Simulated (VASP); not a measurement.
# Al (Fm-3m) in VASP: notebook

Aim: see how the results for Al move with the level of theory and the settings. Levels: PBEsol, PBE, LDA, r2SCAN. Tasks: relaxation of cell and atoms.

Program: VASP 6.6.1. These are calculated values, not measurements. Logs are shortened: lines on timing, memory, paths and dates and some standing lists are left out, and cuts for length are marked.

## 1. The crystal as given

It takes space group Fm-3m (No. 225, cubic). Conventional cell: a = 4.050 Å, b = 4.050 Å, c = 4.050 Å, α = 90.00°, β = 90.00°, γ = 90.00°. Al (site symmetry m-3m) has 12 Al at 2.86 Å as nearest neighbours.

## 2. Relaxation of cell and atoms, PBEsol

The input, INCAR:

```
ALGO = Normal
EDIFF = 1E-6
EDIFFG = -0.01
ENCUT = 600
GGA = PS
IBRION = 2
ISIF = 3
ISMEAR = -1
LASPH = T
LCHARG = F
LREAL = F
LWAVE = F
NELM = 60
NSW = 60
PREC = Accurate
SIGMA = 0.05
```

The input, KPOINTS:

```
k-points
0
Gamma
  27 27 27
```

The input, POSCAR:

```
Al
1.0
    0.0000000000      2.0248050000      2.0248050000
    2.0248050000      0.0000000000      2.0248050000
    2.0248050000      2.0248050000      0.0000000000
Al
1
Direct
    0.0000000000      0.0000000000      0.0000000000
```

Potentials or basis: VASP PAW PBE potentials, release 64 (Al).

The run is started by

```bash
$ cat potpaw_PBE.64/Al/POTCAR > POTCAR
$ mpirun -np 1 vasp_std > vasp.out
```

OUTCAR:

```text
EDIFF = 1E-6
   EDIFFG = -0.01
   ENCUT = 600
   GGA = PS
   IBRION = 2
   ISIF = 3
   ISMEAR = -1
   LASPH = T
   LREAL = F
   NELM = 60
   NSW = 60
   PREC = Accurate

 ion  position               nearest neighbor table
   1  0.000  0.000  0.000-

  LATTYP: Found a face centered cubic cell.
 ALAT       =     4.0496100000

  Lattice vectors:

 A1 = (   0.0000000000,   2.0248050000,   2.0248050000)
 A2 = (   2.0248050000,   0.0000000000,   2.0248050000)
 A3 = (   2.0248050000,   2.0248050000,   0.0000000000)

Analysis of symmetry for initial positions (statically):
=====================================================================
 Subroutine PRICEL returns:
 Original cell was already a primitive cell.

 Routine SETGRP: Setting up the symmetry group for a
 face centered cubic supercell.

 Subroutine GETGRP returns: Found 48 space group operations
 (whereof 48 operations were pure point group operations)
 out of a pool of 48 trial point group operations.

The static configuration has the point symmetry O_h .

Analysis of symmetry for dynamics (positions and initial velocities):
=====================================================================
 Subroutine PRICEL returns:
 Original cell was already a primitive cell.

 Routine SETGRP: Setting up the symmetry group for a
 face centered cubic supercell.

 Subroutine GETGRP returns: Found 48 space group operations
 (whereof 48 operations were pure point group operations)
 out of a pool of 48 trial point group operations.

The dynamic configuration has the point symmetry O_h .

 Subroutine INISYM returns: Found 48 space group operations
 (whereof 48 operations are pure point group operations),
 and found     1 'primitive' translations

----------------------------------------------------------------------------------------

                                     Primitive cell

  volume of cell :      16.6027

  direct lattice vectors                    reciprocal lattice vectors
     0.000000000  2.024805000  2.024805000    -0.246937359  0.246937359  0.246937359
     2.024805000  0.000000000  2.024805000     0.246937359 -0.246937359  0.246937359
     2.024805000  2.024805000  0.000000000     0.246937359  0.246937359 -0.246937359

  length of vectors
     2.863506692  2.863506692  2.863506692     0.427708053  0.427708053  0.427708053

  position of ions in fractional coordinates (direct lattice)
     0.000000000  0.000000000  0.000000000

  ion indices of the primitive-cell ions
   primitive index   ion index
                 1           1

----------------------------------------------------------------------------------------

 KPOINTS: k-points

Automatic generation of k-mesh.
 Grid dimensions read from file:
 generate k-points for:   27   27   27

 Generating k-lattice:

  Cartesian coordinates                     Fractional coordinates (reciprocal lattice)
    -0.009145828  0.009145828  0.009145828     0.037037037  0.000000000  0.000000000
     0.009145828 -0.009145828  0.009145828     0.000000000  0.037037037  0.000000000
     0.009145828  0.009145828 -0.009145828     0.000000000  0.000000000  0.037037037

  Length of vectors
     0.015841039  0.015841039  0.015841039

  Shift w.r.t. Gamma in fractional coordinates (k-lattice)
     0.000000000  0.000000000  0.000000000

 Subroutine IBZKPT returns following result:
 ===========================================

 Found    560 irreducible k-points:

 Following reciprocal coordinates:
            Coordinates               Weight
  0.000000  0.000000  0.000000      1.000000
  0.037037  0.000000  0.000000      8.000000
  0.074074  0.000000  0.000000      8.000000
  0.111111  0.000000  0.000000      8.000000
  0.148148  0.000000  0.000000      8.000000
  0.185185  0.000000  0.000000      8.000000
[... 16 lines left out ...]
  0.333333  0.037037  0.000000     24.000000
  0.370370  0.037037  0.000000     24.000000
 [... further k-points ...]
   k-points           NKPTS =    560   k-points in BZ     NKDIM =    560   number of bands    NBANDS=      5
   number of dos      NEDOS =    301   number of ions     NIONS =      1
   total plane-waves  NPLWV =  13824
   dimension x,y,z NGX =    24 NGY =   24 NGZ =   24
   dimension x,y,z NGXF=    48 NGYF=   48 NGZF=   48
   ions per type =               1
   NGX,Y,Z   is equivalent  to a cutoff of  13.93, 13.93, 13.93 a.u.
   NGXF,Y,Z  is equivalent  to a cutoff of  27.87, 27.87, 27.87 a.u.
 SYSTEM =  unknown system
   PREC   = accura    normal or accurate (medium, high low for compatibility)
   ISTART =      0    job   : 0-new  1-cont  2-samecut
   ICHARG =      2    charge: 1-file 2-atom 10-const
   ISPIN  =      1    spin polarized calculation?
   LNONCOLLINEAR =      F non collinear calculations
   LSORBIT =      F    spin-orbit coupling
   LASPH  =      T    aspherical Exc in radial PAW
   ENCUT  =  600.0 eV  44.10 Ry    6.64 a.u.   5.72  5.72  5.72*2*pi/ulx,y,z
   NELM   =     60;   NELMIN=  2; NELMDL= -5     # of ELM steps
   EDIFF  = 0.1E-05   stopping-criterion for ELM
   LREAL  =      F    real-space projection
   EDIFFG = -.1E-01   stopping-criterion for IOM
   NSW    =     60    number of steps for IOM
   IBRION =      2    ionic relax: 0-MD 1-quasi-New 2-CG
   NFREE  =      1    steps in history (QN), initial steepest desc. (CG)
   ISIF   =      3    stress and relaxation
   ISYM   =      2    0-nonsym 1-usesym 2-fastsym
   POTIM  = 0.5000    time-step for ionic-motion
   TEBEG  =    0.0;   TEEND  =   0.0 temperature during run
   PSTRESS=    0.0 pullay stress
   NELECT =       3.0000    total number of electrons
   NUPDOWN=      -1.0000    fix difference up-down
   EMIN   =  10.00;   EMAX   =-10.00  energy-range for DOS
   EFERMI =   0.00;   METHOD = LEGACY
   ISMEAR =    -1;   SIGMA  =   0.05  broadening in eV -4-tet -1-fermi 0-gaus
   EFERMI_NEDOS =   21; number of points for ismear=-14 and -15
   IALGO  =     38    algorithm
   IMIX   =      4    mixing-type and parameters
     AMIX     =   0.40;   BMIX     =  1.00
     AMIX_MAG =   1.60;   BMIX_MAG =  1.00
  volume/ion in A,a.u.               =      16.60       112.04
  Fermi-wavevector in a.u.,A,eV,Ry     =   0.925526  1.748991 11.654733  0.856599
  Thomas-Fermi vector in A             =   2.051390
   LORBIT       =      0    0 simple, 1 ext, 2 COOP (PROOUT), +10 PAW based schemes
   GGA     = PS    functional components
   LHFCALC =     F    Hartree Fock is set to
   AEXX    =    0.0000 exact exchange contribution
   IVDW    =     0    specifies the selected vdW correction
   LEPSILON=     F    determine dielectric tensor
   LRPA    =     F    only Hartree local field effects (RPA)
 conjugate gradient relaxation of ions
 non-spin polarized calculation
  energy-cutoff  :      600.00
  volume of cell :       16.60
 maximum number of plane-waves:       568
   NGX = 11   NGY = 11   NGZ = 11

--------------------------------------- Ionic step        1  -------------------------------------------

 number of electron       3.0000000 magnetization

 Free energy of the ion-electron system (eV)
  ---------------------------------------------------
  ext. energy  EPLUGINS =         0.00000000
  ---------------------------------------------------
  free energy    TOTEN  =        -4.09179294 eV

  energy without entropy =       -4.08853691  energy(sigma->0) =       -4.09016493

------------------------ aborting loop because EDIFF is reached ----------------------------------------

  FORCE on cell =-STRESS in cart. coord.  units (eV):
  Direction    XX          YY          ZZ          XY          YZ          ZX
  --------------------------------------------------------------------------------------
  -------------------------------------------------------------------------------------
  Total       -0.2029080     -0.2029080     -0.2029080      0.0000000      0.0000000      0.0000000
  in kB      -19.5807901    -19.5807901    -19.5807901      0.0000000      0.0000000      0.0000000
  external PRESSURE =     -19.5807901 kB  Pullay stress =       0.0000000 kB
[... 55 lines left out ...]
  energy  without entropy=       -4.0911489892  energy(sigma->0) =       -4.09271673

--------------------------------------- Ionic step        3  -------------------------------------------

 number of electron       3.0000000 magnetization

 Free energy of the ion-electron system (eV)
  ---------------------------------------------------
  ext. energy  EPLUGINS =         0.00000000
  ---------------------------------------------------
  free energy    TOTEN  =        -4.09436732 eV

  energy without entropy =       -4.09121633  energy(sigma->0) =       -4.09279182

 E-fermi :   8.1366     XC(G=0): -10.3258

 val. band max:        8.1344990051   @ k =   0.4815   0.2593   0.0000
 cond. band min:       8.1469412628   @ k =  -0.4444   0.3333   0.1111
 fundamental gap:      0.0124422577
 Fermi energy:         8.1365946536

 k-point     1 :       0.0000    0.0000    0.0000
  band No.  band energies     occupation
      1      -3.1131      2.00000
      2      20.8473      0.00000
      3      20.8473      0.00000
      4      20.8473      0.00000
      5      22.4825      0.00000

 k-point     2 :       0.0370    0.0000    0.0000
  band No.  band energies     occupation
      1      -3.0753      2.00000
      2      20.0291      0.00000
      3      20.7001      0.00000
      4      20.7001      0.00000
      5      22.6891      0.00000
[... 169 lines left out ...]
 k-point    24 :       0.3704    0.0370    0.0000
  band No.  band energies     occupation
      1       0.4042      2.00000
      2       7.8526      1.99320
      3      18.3063      0.00000
      4      19.4290      0.00000
      5      20.2653      0.00000

 [... further k-points ...]

------------------------ aborting loop because EDIFF is reached ----------------------------------------

  FORCE on cell =-STRESS in cart. coord.  units (eV):
  Direction    XX          YY          ZZ          XY          YZ          ZX
  --------------------------------------------------------------------------------------
  -------------------------------------------------------------------------------------
  Total        0.0003187      0.0003187      0.0003187     -0.0000000     -0.0000000      0.0000000
  in kB        0.0315347      0.0315347      0.0315347     -0.0000000     -0.0000000      0.0000000
  external PRESSURE =       0.0315347 kB  Pullay stress =       0.0000000 kB
[... 16 lines left out ...]
  FREE ENERGIE OF THE ION-ELECTRON SYSTEM (eV)
  ---------------------------------------------------
  free  energy   TOTEN  =        -4.0943673169 eV

  energy  without entropy=       -4.0912163293  energy(sigma->0) =       -4.09279182

 reached required accuracy - stopping structural energy minimisation
```

Wall time 24 s (1 thread of Intel Xeon 6975P-C (Granite Rapids), shared host); peak memory 0.18 GiB.

Results:

```
Free energy                            : -4.0944 eV
Relaxed volume                         : 16.19 Å³/atom
Relaxed cell                           : a = 2.840 Å, b = 2.840 Å, c = 2.840 Å, α = 60.00°, β = 60.00°, γ = 60.00°
Space group after relaxing (to 0.05 Å) : Fm-3m (No. 225)
Energy gained by relaxing              : 2.6 meV/atom
Ionic steps                            : 3
Pressure after relaxing                : 0.0 GPa
Band gap on the k mesh                 : none (metal or under the smearing width)
```

Step by step:
```
step  energy change (eV)  largest force (eV/Å)  pressure (GPa)  volume (Å³)
   1              0.0000                0.0000           -1.96        16.60
   2             -0.0025                0.0000            0.37        16.12
   3             -0.0026                0.0000            0.00        16.19
```

Final structure:
```cif
data_structure
_symmetry_space_group_name_H-M 'P 1'
_symmetry_Int_Tables_number 1
_cell_length_a 2.8397
_cell_length_b 2.8397
_cell_length_c 2.8397
_cell_angle_alpha 60.000
_cell_angle_beta 60.000
_cell_angle_gamma 60.000
_cell_volume 16.19
loop_
_atom_site_label
_atom_site_type_symbol
_atom_site_fract_x
_atom_site_fract_y
_atom_site_fract_z
_atom_site_occupancy
Al1 Al 0.00000 0.00000 0.00000 1
```

Caveat: the PAW data sets were made with another functional, which shifts forces and pressure a little.

## 3. Relaxation of cell and atoms, PBE

The input, INCAR:

```
SYSTEM = Al
ALGO = Normal
EDIFF = 1E-6
EDIFFG = -0.01
ENCUT = 600
GGA = PE
IBRION = 2
ISIF = 3
ISMEAR = -1
LASPH = .True.
LCHARG = .False.
LREAL = .False.
LWAVE = .False.
NELM = 100
NSW = 40
PREC = Accurate
SIGMA = 0.05
```

The input, KPOINTS:

```
k-points
0
Gamma
  27 27 27
  0 0 0
```

POSCAR is that of step 2.

Potentials or basis: VASP PAW PBE potentials, release 64 (Al).

The run is started by

```bash
$ cat potpaw_PBE.64/Al/POTCAR > POTCAR
$ mpirun -np 1 vasp_std > vasp.out
```

It took 22 s on 1 thread of Intel Xeon Platinum 8488C (Sapphire Rapids), shared host; peak memory 0.18 GiB.

Results (log left out):

| Quantity | Value |
| --- | --- |
| Free energy | -3.7481 eV |
| Relaxed volume | 16.46 Å³/atom |
| Relaxed cell | a = 2.856 Å, b = 2.856 Å, c = 2.856 Å, α = 60.00°, β = 60.00°, γ = 60.00° |
| Space group after relaxing (to 0.05 Å) | Fm-3m (No. 225) |
| Energy gained by relaxing | 0.2 meV/atom |
| Ionic steps | 2 |
| Pressure after relaxing | 0.1 GPa |
| Band gap on the k mesh | none (metal or under the smearing width) |

Step by step:
```tsv
step	energy change (eV)	largest force (eV/Å)	pressure (GPa)	volume (Å³)
1	0.0000	0.0000	-0.56	16.60
2	-0.0002	0.0000	0.09	16.46
```

Final structure:
```yaml
crystal:
  lattice:
    - [0.00000, 2.01918, 2.01918]
    - [2.01918, 0.00000, 2.01918]
    - [2.01918, 2.01918, 0.00000]
  atoms:
    - { symbol: Al, position: [0.00000, 0.00000, 0.00000] }
```

Levels at points of the mesh, in eV from the Fermi level:
```
           k point  band 1  band 2  band 3  band 4  band 5
(0.00, 0.00, 0.00)  -11.14   12.64   12.64   12.64   14.15
```

(Continued in part 2 of 2.)
